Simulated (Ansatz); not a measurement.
Input of an Ansatz 0.2.0 run:

File input.yaml:

```yaml
crystal:
  lattice:
    - [4.5664, 0.0, 0.0]
    - [-2.2832, 3.95462, 0.0]
    - [0.0, 0.0, 2.83374]
  atoms:
    - { symbol: As, position: [0.33333, 0.66667, 0.0] }
    - { symbol: As, position: [0.66667, 0.33333, 0.0] }
hamiltonian:
  xc: pbesol
  pseudopotentials: { kind: paw }
kpoints:
  mp_grid: { grid: [7, 7, 9] }
scf:
  occupations: { method: fermi_dirac, width: 0.05 }
output:
  forces: true
  stress: true
  eigenvalues: true
relax:
  f_tol: 0.01
  max_steps: 40
  cell: { stress_tol: 0.05, p_target: 2.0 }
```

Potentials or basis: Ansatz PAW.

Command:

```bash
$ ansatz run input.yaml --threads 2 --pin off --max-ram 5632MiB --backend cpu --events-out ev --progress --plain --runs-dir out
```

**Question.** Estimate the space group after relaxing (to 0.05 Å).

**Answer.** P6/mmm (No. 191).

**Question.** What does it give for the relaxed volume?

**Answer.** 23.43 Å³/atom.

**Question.** Predict the relaxed cell.

**Answer.** a = 4.431 Å, b = 4.431 Å, c = 2.756 Å, α = 90.00°, β = 90.00°, γ = 120.00°.

Final structure:
```
As
1.0
     4.43057    0.00000    0.00000
    -2.21528    3.83698    0.00000
     0.00000    0.00000    2.75594
As
2
Direct
  0.33333 0.66667 0.00000
  0.66667 0.33333 0.00000
```

Caveat: the PAW data sets come from PBE, with cores solved anew for the run's functional, which leaves a small shift of forces and pressure.
